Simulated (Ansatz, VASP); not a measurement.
## Two plane-wave programs on KMgF3

INCAR

```
PREC = Accurate
ENCUT = 520
EDIFF = 1E-6
ISMEAR = 0
SIGMA = 0.02
LREAL = F
LASPH = T
NELM = 80
ALGO = Normal
ISIF = 2
LWAVE = F
LCHARG = T
GGA = PE
LELF = T
LVHAR = T
NBANDS = 24
```

KPOINTS

```
Automatic mesh
0
Gamma
  6 6 6
```

The input POSCAR:

```
KMgF3
1.0
    4.1337004409      0.0000000000      0.0000000000
    0.0000000000      4.1337004409      0.0000000000
    0.0000000000      0.0000000000      4.1337004409
K Mg F
1 1 3
Direct
    0.5000000000      0.5000000000      0.5000000000
    0.0000000000      0.0000000000      0.0000000000
    0.5000000000      0.0000000000      0.0000000000
    0.0000000000      0.5000000000      0.0000000000
    0.0000000000      0.0000000000      0.5000000000
```

Input for Ansatz:

```yaml
crystal:
  lattice:
    - [4.1337004408, 0.0, 0.0]
    - [0.0, 4.1337004408, 0.0]
    - [0.0, 0.0, 4.1337004408]
  atoms:
    - { symbol: K, position: [0.5, 0.5, 0.5] }
    - { symbol: Mg, position: [0.0, 0.0, 0.0] }
    - { symbol: F, position: [0.5, 0.0, 0.0] }
    - { symbol: F, position: [0.0, 0.5, 0.0] }
    - { symbol: F, position: [0.0, 0.0, 0.5] }
basis:
  ecutwfc: 420
kpoints:
  mp_grid: { grid: [6, 6, 6] }
hamiltonian:
  xc: pbe
scf:
  occupations: { method: gaussian, width: 0.02 }
output:
  forces: true
  stress: true
  eigenvalues: true
```

Alike in both runs: task single point; functional PBE; k mesh 6 × 6 × 6; occupations gaussian, width 0.02 eV; no spin polarisation.

|  | VASP | Ansatz |
| --- | --- | --- |
| version | VASP 6.6.1 | Ansatz 0.2.0 |
| potentials or method | VASP PAW PBE potentials, release 64 (K_sv, Mg, F) | scalar-relativistic, plane waves, PAW |
| plane-wave cutoff (eV) | 520 | 420 |
| valence electrons in the cell | 32 | 40 |

Ansatz gave:

* gap on the k mesh at the Fermi level (eV): 6.56
* least direct gap on the mesh (eV): 6.87
* pressure (GPa): -3.4

Problem. Estimate VASP's values.

Solution. gap on the k mesh at the Fermi level (eV): 6.53; least direct gap on the mesh (eV): 6.84; pressure (GPa): -3.8.

With one functional, cell and mesh, what is left measures potentials, basis and numerics. The two sets of potentials don't hold the same shells in valence.

A k mesh can miss the band edges. PBE gaps usually lie below the measured ones, often by a third to a half.
